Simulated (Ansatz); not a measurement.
# Na under changes of volume

One of the cells (37.814 Å³/atom); the others are scaled copies at fixed shape and fractional positions:

```
Na
1.0
     3.76700    0.00000    0.00000
    -1.88350    3.26232    0.00000
     0.00000    0.00000    6.15400
Na
2
Direct
  0.66667 0.33333 0.75000
  0.33333 0.66667 0.25000
```

This isn't the form of Na at room conditions, which is bcc.

```yaml
Program: Ansatz 0.2.0
Functional: r2SCAN
Potentials_or_basis: Ansatz PAW
Cutoff: "500 eV (not typed: the program's choice for these potentials)"
k_mesh: 8 × 8 × 5
Occupations: fermi-dirac, width 0.05 eV
Spin: no spin polarisation
```

```csv
volume (Å³/atom),energy over the lowest point (meV/atom),pressure (GPa)
35.545,?,?
36.301,1.41,0.3
37.057,0.31,0.2
37.814,0.00,0.0
38.570,0.41,-0.2
39.326,1.47,-0.3
40.083,3.12,-0.4
```

**Question.** What does the run at 35.545 Å³/atom give?

**Answer.** Energy over the lowest point 3.37 meV/atom; pressure 0.5 GPa.

Worked out: A Birch-Murnaghan fit of order 3 (a polynomial in V^(-2/3)) to the other rows has its minimum at 37.75 Å³/atom with B0 = V·E''(V) = 7.6 GPa and B' = 3.9 at fixed shape and positions, which overstates the stiffness. It gives 3.39 meV/atom at 35.545 Å³/atom, against the run's 3.37, and -dE/dV = 0.5 GPa, against 0.5.

Energies are extrapolated to zero smearing.

Caveats: the PAW data sets come from PBE, with cores solved anew for the run's functional, which leaves a small shift of forces and pressure.
